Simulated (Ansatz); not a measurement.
Ta$_{2}$Si: do energies and stresses tell the same story?

The calculation used DFT PBEsol, scalar-relativistic, plane waves, PAW (Ansatz 0.2.0).

Plane waves to 420 eV, a k mesh through Γ of 10×10×10 on the computed 6-atom cell and Gaussian smearing (0.10 eV); no spin polarisation.

Relaxed cell: I4/mcm, a = 6.137 Å, b = 6.137 Å, c = 5.040 Å, α = 90.00°, β = 90.00°, γ = 90.00°, 6 atoms in the primitive cell. Whether it is the stable form of this composition wasn't checked.

Energies at zero smearing and pressures from the stress tensor, at volumes with shape and atoms relaxed:
```tsv
V (Å³/atom)	E − E(first) (meV/atom)	P (GPa)
13.918	0.00	37.42
14.393	-93.29	25.88
14.867	-154.86	15.94
15.342	-189.06	7.36
15.816	-199.65	-0.01
16.291	-189.94	-6.35
16.765	-162.83	-11.78
17.398	-103.91	-17.82
```

**Question.** Check P = −dE/dV between neighbouring volumes, and get the bulk modulus from the pressures alone.

**Answer.** With 1 eV/Å³ = 160.2 GPa:
| middle V (Å³/atom) | −ΔE/ΔV (GPa) | mean P (GPa) |
| --- | --- | --- |
| 14.156 | 31.500 | 31.652 |
| 14.630 | 20.789 | 20.908 |
| 15.105 | 11.548 | 11.650 |
| 15.579 | 3.577 | 3.676 |
| 16.054 | -3.279 | -3.181 |
| 16.528 | -9.153 | -9.062 |
| 17.082 | -14.921 | -14.798 |

The two differ by 0.15 GPa at most. The mean of two end pressures misses the average over a step by about ΔV² P″/12, up to 0.14 GPa here; with that taken off 0.02 GPa remains. Around V = 15.816 Å³/atom, the two neighbours give B = −V ΔP/ΔV = 15.816 × 13.71 / 0.949 = 228.5 GPa, against B0 = 227.3 GPa from the Birch–Murnaghan fit of the energies.

Spin–orbit coupling is left out, which can shift energies with elements as heavy as these.